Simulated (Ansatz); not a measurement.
Here is an Ansatz 0.2.0 calculation.

File input.yaml:

```yaml
crystal:
  lattice:
    - [0.0, 2.403555696, 2.403555696]
    - [2.403555696, 0.0, 2.403555696]
    - [2.403555696, 2.403555696, 0.0]
  atoms:
    - { symbol: Ca, position: [0.0, 0.0, 0.0] }
    - { symbol: O, position: [0.5, 0.5, 0.5] }
kpoints:
  mp_grid: { grid: [7, 7, 7] }
scf:
  occupations: { method: fermi_dirac, width: 0.05 }
hamiltonian:
  xc: pbe
  pseudopotentials: { kind: all_electron, lapw: { basis_error: 0.001 } }
output: {}
phonons:
  method: fd
  supercell: [1, 1, 1]
```

Potentials or basis: all-electron LAPW, scalar-relativistic.

Command:

```console
$ ansatz run input.yaml --threads 1 --pin off --max-ram 3072MiB --backend cpu --events-out ev --progress --plain --runs-dir out
```

Problem. Predict the highest phonon frequency at Γ, LO-TO splitting left out.

Solution. 266 cm⁻¹.

Problem. What does it give for the band gap on the k mesh?

Solution. 3.75 eV, indirect (least direct gap 4.12 eV).

Phonon frequencies in cm⁻¹ (negative: imaginary):
| q point | frequencies |
| --- | --- |
| (0.000, 0.000, 0.000) | 0 0 0 266 266 266 |

Caveat: an odd mesh through Γ misses points on the zone boundary, where band edges often lie. PBE gaps usually lie below the measured ones, often by a third to a half.
